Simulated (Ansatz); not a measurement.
Geometry optimisation in Ansatz: input, command and trajectory.

```yaml
crystal:
  lattice:
    - [4.764818045, 0.0, 0.0]
    - [0.0, 4.764818045, 0.0]
    - [0.0, 0.0, 3.20749977]
  atoms:
    - { symbol: Sn, position: [0.5, 0.5, 0.5] }
    - { symbol: Sn, position: [0.0, 0.0, 0.0] }
    - { symbol: O, position: [0.1940277, 0.8059723, 0.5] }
    - { symbol: O, position: [0.8059723, 0.1940277, 0.5] }
    - { symbol: O, position: [0.3059723, 0.3059723, 0.0] }
    - { symbol: O, position: [0.6940277, 0.6940277, 0.0] }
basis:
  ecutwfc: 420
kpoints:
  mp_grid: { grid: [4, 4, 6] }
hamiltonian:
  xc: pbe
scf:
  occupations: { method: gaussian, width: 0.1 }
  lower_state_search: "off"
output:
  forces: true
  stress: true
  eigenvalues: true
relax:
  adjacent_minimum: "off"
  f_tol: 0.04
  max_steps: 70
  cell: { stress_tol: 0.4 }
```

```bash
ansatz run input.yaml --threads 1 --pin off --max-ram 2560MiB --backend cpu --events-out ev --progress --plain --runs-dir out
```

The calculation used DFT PBE, scalar-relativistic, plane waves, PAW (Ansatz).

Of 5 frames 5 are shown, positions in Å and forces in eV/Å; the SCF threshold varies from step to step. Steps run on the plane waves of an earlier cell, with a Pulay correction in the pressure. The basis is chosen afresh for the last frame, the zero of the energies, and at times for earlier ones too; energy and pressure step there, also at an unchanged geometry. Here that happened at step 3 (-2 meV/atom, 0.3 GPa); the frames before carry an error of that size.

```xyz
6
Lattice="4.7648 0.0000 0.0000 0.0000 4.7648 0.0000 0.0000 0.0000 3.2075" Properties=species:S:1:pos:R:3:forces:R:3 pbc="T T T" step=1 free_energy_over_end_meV_per_atom=8.69 pressure_GPa=6.76
Sn    2.3824    2.3824    1.6038    0.0000    0.0000    0.0000
Sn    0.0000    0.0000    0.0000    0.0000    0.0000    0.0000
O     0.9245    3.8403    1.6038    0.0179   -0.0179    0.0000
O     3.8403    0.9245    1.6038   -0.0179    0.0179    0.0000
O     1.4579    1.4579    0.0000   -0.0179   -0.0179    0.0000
O     3.3069    3.3069    0.0000    0.0179    0.0179    0.0000
6
Lattice="4.8171 0.0000 0.0000 0.0000 4.8171 0.0000 0.0000 0.0000 3.2404" Properties=species:S:1:pos:R:3:forces:R:3 pbc="T T T" step=2 free_energy_over_end_meV_per_atom=2.36 pressure_GPa=0.18
Sn    2.4086    2.4086    1.6202    0.0000    0.0000    0.0000
Sn    0.0000    0.0000    0.0000    0.0000    0.0000    0.0000
O     0.9335    3.8837    1.6202   -0.0301    0.0301    0.0000
O     3.8837    0.9335    1.6202    0.0301   -0.0301    0.0000
O     1.4751    1.4751    0.0000    0.0301    0.0301    0.0000
O     3.3420    3.3420    0.0000   -0.0301   -0.0301    0.0000
6
Lattice="4.8171 0.0000 0.0000 0.0000 4.8171 0.0000 0.0000 0.0000 3.2404" Properties=species:S:1:pos:R:3:forces:R:3 pbc="T T T" step=3 free_energy_over_end_meV_per_atom=0.09 pressure_GPa=0.46
Sn    2.4086    2.4086    1.6202    0.0000    0.0000    0.0000
Sn    0.0000    0.0000    0.0000    0.0000    0.0000    0.0000
O     0.9335    3.8837    1.6202   -0.0306    0.0306    0.0000
O     3.8837    0.9335    1.6202    0.0306   -0.0306    0.0000
O     1.4751    1.4751    0.0000    0.0306    0.0306    0.0000
O     3.3420    3.3420    0.0000   -0.0306   -0.0306    0.0000
6
Lattice="4.8234 0.0000 0.0000 0.0000 4.8234 0.0000 0.0000 0.0000 3.2406" Properties=species:S:1:pos:R:3:forces:R:3 pbc="T T T" step=4 free_energy_over_end_meV_per_atom=0.17 pressure_GPa=0.03
Sn    2.4117    2.4117    1.6203    0.0000    0.0000    0.0000
Sn    0.0000    0.0000    0.0000    0.0000    0.0000    0.0000
O     0.9339    3.8895    1.6203   -0.0202    0.0202    0.0000
O     3.8895    0.9339    1.6203    0.0202   -0.0202    0.0000
O     1.4778    1.4778    0.0000    0.0202    0.0202    0.0000
O     3.3457    3.3457    0.0000   -0.0202   -0.0202    0.0000
6
Lattice="4.8234 0.0000 0.0000 0.0000 4.8234 0.0000 0.0000 0.0000 3.2406" Properties=species:S:1:pos:R:3:forces:R:3 pbc="T T T" step=5 free_energy_over_end_meV_per_atom=0.00 pressure_GPa=0.04
Sn    2.4117    2.4117    1.6203    0.0000    0.0000    0.0000
Sn    0.0000    0.0000    0.0000    0.0000    0.0000    0.0000
O     0.9339    3.8895    1.6203   -0.0204    0.0204    0.0000
O     3.8895    0.9339    1.6203    0.0204   -0.0204    0.0000
O     1.4778    1.4778    0.0000    0.0204    0.0204    0.0000
O     3.3457    3.3457    0.0000   -0.0204   -0.0204    0.0000
```

It took 18 s on 1 thread of Arm Neoverse V1 (shared host), peak memory 0.36 GiB.

The k mesh is coarse.